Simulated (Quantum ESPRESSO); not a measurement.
# InP (F-43m) in Quantum ESPRESSO: a series of runs, part 3 of 5

Quantum ESPRESSO 7.5. Earlier steps stand in the parts before.

## (4) Phonons, LDA, target pressure 25 GPa, at which the enthalpy is minimised

File pw.in:

```
&CONTROL
  calculation = 'scf'
  prefix = 'pwscf'
  outdir = './tmp'
  pseudo_dir = './pseudo'
  tprnfor = .true.
  tstress = .true.
  disk_io = 'low'
/
&SYSTEM
  ibrav = 0
  nat = 2
  ntyp = 2
  ecutwfc = 56
  ecutrho = 448
  nbnd = 15
  occupations = 'smearing'
  smearing = 'fd'
  degauss = 0.00367493
/
&ELECTRONS
  conv_thr = 4d-10
  electron_maxstep = 120
  mixing_beta = 0.5
/
ATOMIC_SPECIES
In   114.8180 in_lda_v1.4.uspp.F.UPF
P     30.9738 p_lda_v1.5.uspp.F.UPF
CELL_PARAMETERS bohr
   0.0000000000    5.5378424082    5.5378424082
   5.5378424082    0.0000000000    5.5378424082
   5.5378424082    5.5378424082    0.0000000000
ATOMIC_POSITIONS bohr
In     0.0000000000    0.0000000000    0.0000000000
P      8.3067636123    8.3067636123    8.3067636123
K_POINTS automatic
4 4 4 1 1 1
```

File relax.in:

```
&CONTROL
  calculation = 'vc-relax'
  prefix = 'pwscf'
  outdir = './tmp'
  pseudo_dir = './pseudo'
  tprnfor = .true.
  tstress = .true.
  disk_io = 'low'
  nstep = 40
  forc_conv_thr = 0.0001
  etot_conv_thr = 1d-06
/
&SYSTEM
  ibrav = 0
  nat = 2
  ntyp = 2
  ecutwfc = 56
  ecutrho = 448
  nbnd = 15
  occupations = 'smearing'
  smearing = 'fd'
  degauss = 0.00367493
/
&ELECTRONS
  conv_thr = 4d-10
  electron_maxstep = 120
  mixing_beta = 0.5
/
&IONS
  ion_dynamics = 'bfgs'
/
&CELL
  cell_dynamics = 'bfgs'
  press = 250
  press_conv_thr = 0.2
/
ATOMIC_SPECIES
In   114.8180 in_lda_v1.4.uspp.F.UPF
P     30.9738 p_lda_v1.5.uspp.F.UPF
CELL_PARAMETERS bohr
   0.0000000000    5.5378424082    5.5378424082
   5.5378424082    0.0000000000    5.5378424082
   5.5378424082    5.5378424082    0.0000000000
ATOMIC_POSITIONS bohr
In     0.0000000000    0.0000000000    0.0000000000
P      8.3067636123    8.3067636123    8.3067636123
K_POINTS automatic
4 4 4 1 1 1
```

File scf2.in:

```
&CONTROL
  calculation = 'scf'
  prefix = 'pwscf'
  outdir = './tmp'
  pseudo_dir = './pseudo'
  tprnfor = .true.
  tstress = .true.
  disk_io = 'low'
/
&SYSTEM
  ibrav = 0
  nat = 2
  ntyp = 2
  ecutwfc = 56
  ecutrho = 448
  nbnd = 15
  occupations = 'fixed'
/
&ELECTRONS
  conv_thr = 1d-13
  electron_maxstep = 120
  mixing_beta = 0.5
  startingpot = 'file'
  startingwfc = 'file'
/
ATOMIC_SPECIES
In   114.8180 in_lda_v1.4.uspp.F.UPF
P     30.9738 p_lda_v1.5.uspp.F.UPF
CELL_PARAMETERS bohr
   0.0000000000    5.1127920561    5.1127920561
   5.1127920561    0.0000000000    5.1127920561
   5.1127920561    5.1127920561    0.0000000000
ATOMIC_POSITIONS bohr
In     0.0000000000    0.0000000000    0.0000000000
P      7.6691880842    7.6691880842    7.6691880842
K_POINTS automatic
4 4 4 1 1 1
```

File ph.in:

```
phonons of InP
&INPUTPH
  prefix = 'pwscf'
  outdir = './tmp'
  tr2_ph = 1d-18
  fildyn = 'dyn'
  niter_ph = 90
  alpha_mix(1) = 0.7
  epsil = .true.
/
0.0000000000 0.0000000000 0.0000000000
```

File dynmat.in:

```
&INPUT
  fildyn = 'dyn'
  asr = 'crystal'
  lperm = .true.
  filout = 'dynmat.disp'
  fileig = 'dynmat.eig'
/
```

File dynmat_lo.in:

```
&INPUT
  fildyn = 'dyn'
  asr = 'crystal'
  filout = 'dynmat_lo.disp'
  fileig = 'dynmat_lo.eig'
  q(1) = 0
  q(2) = 0
  q(3) = 1
/
```

Potentials or basis: GBRV 1.5 LDA.

Command:

```bash
> OMP_NUM_THREADS=1 pw.x -in pw.in > pw.out
> OMP_NUM_THREADS=1 pw.x -in relax.in > relax.out
> OMP_NUM_THREADS=1 pw.x -in scf2.in > scf2.out
> OMP_NUM_THREADS=1 ph.x -in ph.in > ph.out
> OMP_NUM_THREADS=1 dynmat.x -in dynmat.in > dynmat.out
> OMP_NUM_THREADS=1 dynmat.x -in dynmat_lo.in > dynmat_lo.out
```

pw.out:

```text
This program is part of the open-source Quantum ESPRESSO suite
     for quantum simulation of materials; please cite
[... 9 lines left out ...]
     --------------------
     sticks:   dense  smooth     PW     G-vecs:    dense   smooth      PW
     Sum        1891     955    283                54313    19339    3143

     Using Slab Decomposition

     bravais-lattice index     =            0
     lattice parameter (alat)  =       7.8317  a.u.
     unit-cell volume          =     339.6658 (a.u.)^3
     number of atoms/cell      =            2
     number of atomic types    =            2
     number of electrons       =        18.00
     number of Kohn-Sham states=           15
     kinetic-energy cutoff     =      56.0000  Ry
     charge density cutoff     =     448.0000  Ry
     scf convergence threshold =      4.0E-10
     mixing beta               =       0.5000
     number of iterations used =            8  plain     mixing
     Exchange-correlation=  SLA  PZ   NOGX NOGC
                           (   1   1   0   0   0   0   0)

     celldm(1)=   7.831692  celldm(2)=   0.000000  celldm(3)=   0.000000
     celldm(4)=   0.000000  celldm(5)=   0.000000  celldm(6)=   0.000000

     crystal axes: (cart. coord. in units of alat)
               a(1) = (   0.000000   0.707107   0.707107 )
               a(2) = (   0.707107   0.000000   0.707107 )
               a(3) = (   0.707107   0.707107   0.000000 )

     reciprocal axes: (cart. coord. in units 2 pi/alat)
               b(1) = ( -0.707107  0.707107  0.707107 )
               b(2) = (  0.707107 -0.707107  0.707107 )
               b(3) = (  0.707107  0.707107 -0.707107 )

     PseudoPot. # 1 for In read from file:
     in_lda_v1.4.uspp.F.UPF
     Pseudo is Ultrasoft + core correction, Zval = 13.0
     Generated by new atomic code, or converted to UPF format
     Using radial grid of  889 points,  6 beta functions with:
                l(1) =   0
                l(2) =   0
                l(3) =   1
                l(4) =   1
                l(5) =   2
                l(6) =   2
     Q(r) pseudized with  6 coefficients,  rinner =    1.400   1.400   1.400
                                                       1.400   1.400

     PseudoPot. # 2 for P  read from file:
     p_lda_v1.5.uspp.F.UPF
     Pseudo is Ultrasoft + core correction, Zval =  5.0
     Generated by new atomic code, or converted to UPF format
     Using radial grid of  903 points,  6 beta functions with:
                l(1) =   0
                l(2) =   0
                l(3) =   1
                l(4) =   1
                l(5) =   2
                l(6) =   2
     Q(r) pseudized with  8 coefficients,  rinner =    1.300   1.300   1.300
                                                       1.300   1.300

     atomic species   valence    mass     pseudopotential
     In               13.00   114.81800     In( 1.00)
     P                 5.00    30.97380     P ( 1.00)

     24 Sym. Ops. (no inversion) found

   Cartesian axes

     site n.     atom                  positions (alat units)
         1        In     tau(   1) = (   0.0000000   0.0000000   0.0000000  )
         2        P      tau(   2) = (   1.0606602   1.0606602   1.0606602  )

     number of k points=    10  Fermi-Dirac smearing, width (Ry)=  0.0037
                       cart. coord. in units 2pi/alat
        k(    1) = (   0.0883883   0.0883883   0.0883883), wk =   0.0625000
        k(    2) = (   0.2651650   0.2651650  -0.0883883), wk =   0.1875000
        k(    3) = (  -0.2651650  -0.2651650   0.4419417), wk =   0.1875000
        k(    4) = (  -0.0883883  -0.0883883   0.2651650), wk =   0.1875000
        k(    5) = (   0.4419417   0.0883883   0.0883883), wk =   0.1875000
        k(    6) = (  -0.0883883  -0.4419417   0.6187184), wk =   0.3750000
        k(    7) = (   0.0883883  -0.2651650   0.4419417), wk =   0.3750000
        k(    8) = (  -0.6187184   0.0883883   0.0883883), wk =   0.1875000
        k(    9) = (   0.2651650   0.2651650   0.2651650), wk =   0.0625000
        k(   10) = (  -0.2651650  -0.2651650   0.7954951), wk =   0.1875000

     Dense  grid:    54313 G-vectors     FFT dimensions: (  54,  54,  54)

     Smooth grid:    19339 G-vectors     FFT dimensions: (  40,  40,  40)

     Initial potential from superposition of free atoms

     starting charge      16.4999, renormalised to      18.0000
     Starting wfcs are   13 randomized atomic wfcs +    2 random wfcs

     Self-consistent Calculation

     iteration #  1     ecut=    56.00 Ry     beta= 0.50
     Davidson diagonalization with overlap
     ethr =  1.00E-02,  avg # of iterations =  7.8

     total energy              =    -147.72528583 Ry
     estimated scf accuracy    <       2.66376562 Ry

     iteration #  2     ecut=    56.00 Ry     beta= 0.50
     Davidson diagonalization with overlap
     ethr =  1.00E-02,  avg # of iterations =  2.0

     total energy              =    -148.65647497 Ry
     estimated scf accuracy    <       0.29499858 Ry

     iteration #  3     ecut=    56.00 Ry     beta= 0.50
     Davidson diagonalization with overlap
     ethr =  1.64E-03,  avg # of iterations =  2.0

     total energy              =    -148.70627178 Ry
     estimated scf accuracy    <       0.00643607 Ry

     iteration #  4     ecut=    56.00 Ry     beta= 0.50
     Davidson diagonalization with overlap
     ethr =  3.58E-05,  avg # of iterations =  4.1

     total energy              =    -148.70715176 Ry
     estimated scf accuracy    <       0.00063160 Ry

     iteration #  5     ecut=    56.00 Ry     beta= 0.50
     Davidson diagonalization with overlap
     ethr =  3.51E-06,  avg # of iterations =  5.3

     total energy              =    -148.70720810 Ry
     estimated scf accuracy    <       0.00003467 Ry

     iteration #  6     ecut=    56.00 Ry     beta= 0.50
     Davidson diagonalization with overlap
     ethr =  1.93E-07,  avg # of iterations =  4.8

     total energy              =    -148.70722057 Ry
     estimated scf accuracy    <       0.00000117 Ry

     iteration #  7     ecut=    56.00 Ry     beta= 0.50
     Davidson diagonalization with overlap
     ethr =  6.48E-09,  avg # of iterations =  5.6

     total energy              =    -148.70722191 Ry
     estimated scf accuracy    <       0.00000063 Ry

     iteration #  8     ecut=    56.00 Ry     beta= 0.50
     Davidson diagonalization with overlap
     ethr =  3.47E-09,  avg # of iterations =  2.0

     total energy              =    -148.70722209 Ry
     estimated scf accuracy    <       0.00000003 Ry

     iteration #  9     ecut=    56.00 Ry     beta= 0.50
     Davidson diagonalization with overlap
     ethr =  1.41E-10,  avg # of iterations =  3.7

     End of self-consistent calculation

          k = 0.0884 0.0884 0.0884 (  2400 PWs)   bands (ev):

    -7.4443  -7.4172  -7.4172  -7.2698  -7.2698  -4.6583   5.1144   6.5414
     6.5414   8.1954  10.8183  10.9575  10.9575  15.4863  15.4863

          k = 0.2652 0.2652-0.0884 (  2409 PWs)   bands (ev):

    -7.5130  -7.3912  -7.3883  -7.2729  -7.2611  -3.7928   2.5788   4.9681
     6.1105   9.0629  11.3609  11.5384  12.0845  14.6496  16.2196

          k =-0.2652-0.2652 0.4419 (  2410 PWs)   bands (ev):

    -7.5496  -7.3815  -7.3744  -7.2671  -7.2543  -3.0114   1.0433   4.8866
     5.4757   8.8906  11.0178  11.9606  13.5569  15.7807  17.1531

          k =-0.0884-0.0884 0.2652 (  2417 PWs)   bands (ev):

    -7.4941  -7.3961  -7.3928  -7.2807  -7.2596  -4.2012   3.6748   5.7718
     5.7799   9.1754  10.1348  11.9498  12.0229  14.1589  16.1450

          k = 0.4419 0.0884 0.0884 (  2403 PWs)   bands (ev):

    -7.5583  -7.3599  -7.3555  -7.2990  -7.2465  -3.3916   2.2399   4.6656
     4.9795   9.0718   9.9310  12.7495  13.4789  15.0473  17.0964

          k =-0.0884-0.4419 0.6187 (  2401 PWs)   bands (ev):

    -7.5776  -7.3613  -7.3331  -7.2932  -7.2517  -2.4793   1.0742   3.5469
     4.4240   9.7687  11.0030  12.4177  14.0618  15.4117  17.6987

          k = 0.0884-0.2652 0.4419 (  2404 PWs)   bands (ev):

    -7.5508  -7.3763  -7.3602  -7.2819  -7.2542  -3.1060   1.6312   4.1198
     5.2453   9.7845  10.7937  11.8666  13.2977  15.2278  17.3882

          k =-0.6187 0.0884 0.0884 (  2401 PWs)   bands (ev):

    -7.5988  -7.3342  -7.3264  -7.3121  -7.2392  -2.5490   1.0868   4.0098
     4.5237   8.6683   9.5336  14.3793  14.9439  16.0985  17.5097

          k = 0.2652 0.2652 0.2652 (  2421 PWs)   bands (ev):

    -7.5298  -7.3890  -7.3890  -7.2605  -7.2605  -3.4713   1.5966   5.8498
     5.8498   8.1178  11.4722  11.4722  13.1882  15.3971  16.1524

          k =-0.2652-0.2652 0.7955 (  2389 PWs)   bands (ev):

    -7.5610  -7.3704  -7.3540  -7.2769  -7.2600  -2.7165   1.1602   3.5779
     5.2172   9.3251  11.4930  12.8509  13.3870  15.1658  15.8675

     the Fermi energy is     7.3420 ev

!    total energy              =    -148.70722211 Ry
     estimated scf accuracy    <          1.9E-10 Ry
     smearing contrib. (-TS)   =      -0.00000000 Ry
     internal energy E=F+TS    =    -148.70722210 Ry

     The total energy is F=E-TS. E is the sum of the following terms:
     one-electron contribution =     -55.84954650 Ry
     hartree contribution      =      40.00222791 Ry
     xc contribution           =     -43.13949932 Ry
     ewald contribution        =     -89.72040420 Ry

     convergence has been achieved in   9 iterations

     Forces acting on atoms (cartesian axes, Ry/au):

     atom    1 type  1   force =     0.00000000    0.00000000    0.00000000
     atom    2 type  2   force =     0.00000000    0.00000000    0.00000000

     Total force =     0.000000     Total SCF correction =     0.000000

     Computing stress (Cartesian axis) and pressure

          total   stress  (Ry/bohr**3)                   (kbar)     P=      -13.70
  -0.00009314   0.00000000   0.00000000          -13.70        0.00        0.00
   0.00000000  -0.00009314  -0.00000000            0.00      -13.70       -0.00
   0.00000000   0.00000000  -0.00009314            0.00        0.00      -13.70

=------------------------------------------------------------------------------=
   JOB DONE.
=------------------------------------------------------------------------------=
```

It took 4.1 min on 1 thread of Arm Neoverse V2, shared host; peak memory 0.23 GiB.

What came out:

```
Free energy                                             : -2022.6180 eV
Relaxed volume                                          : 19.81 Å³/atom
Relaxed cell                                            : a = 3.826 Å, b = 3.826 Å, c = 3.826 Å, α = 60.00°, β = 60.00°, γ = 60.00°
Space group after relaxing (to 0.05 Å)                  : F-43m (No. 216)
Pressure after relaxing                                 : 25.8 GPa
Electronic dielectric tensor (diagonal)                 : 10.37
Born charges (mean of the diagonal)                     : In +2.15; P -2.23 e
Highest phonon frequency at Γ, LO-TO splitting left out : 401 cm⁻¹
Static dielectric tensor (diagonal)                     : 11.89
```

The path:
```
step  energy change (eV)  largest force (eV/Å)  pressure (GPa)  volume (Å³)
   1              0.0000                0.0000           -1.37        50.33
   2              0.1561                0.0000           10.53        43.86
   3              0.9093                0.0000           32.98        37.96
   4              0.5727                0.0000           23.90        39.87
   5              0.6094                0.0000           24.93        39.63
   6              0.6118                0.0000           25.00        39.61
```

Final structure:
```xyz
2
Lattice="0.0000 2.7056 2.7056 2.7056 0.0000 2.7056 2.7056 2.7056 0.0000" Properties=species:S:1:pos:R:3 pbc="T T T"
In    0.0000    0.0000    0.0000
P     4.0584    4.0584    4.0584
```

Phonon frequencies in cm⁻¹ (negative: imaginary):
| q point | frequencies |
| --- | --- |
| (0.000, 0.000, 0.000) | -8 -8 -8 401 401 401 |

Electronic dielectric tensor:
```
10.37  0.00  0.00
 0.00 10.37  0.00
 0.00  0.00 10.37
```

Born effective charge tensors (e):
atom 1, In
```
2.15 0.00 0.00
0.00 2.15 0.00
0.00 0.00 2.15
```
atom 2, P
```
-2.23  0.00  0.00
 0.00 -2.23  0.00
 0.00  0.00 -2.23
```

Optical modes at Γ, degenerate ones joined, polar ones without the macroscopic field:
| cm⁻¹ | components | symmetry | active in | IR intensity, summed ((D/Å)²/amu) |
| --- | --- | --- | --- | --- |
| 401 | 3 | T2 | IR and Raman | 13.57 |

Zone-centre frequencies without and with the macroscopic field along z (cm⁻¹):
```
                optical modes in rising order
       without                    401 401 401
with the field                    401 401 429
```

Static dielectric tensor, electrons and zone-centre modes:
```
11.89  0.00  0.00
 0.00 11.89  0.00
 0.00  0.00 11.89
```

Caveat: the mesh is thin for the dielectric tensor, Born charges and intensities, which usually come out too large; the volume moved by over 15 % at a fixed basis, so the end points are rough; the cell is more than 3 GPa from zero pressure, which shifts response properties; the Born charges break their sum rule by 0.08 e, a sign of too thin a mesh.

[end of part 3 of 5]
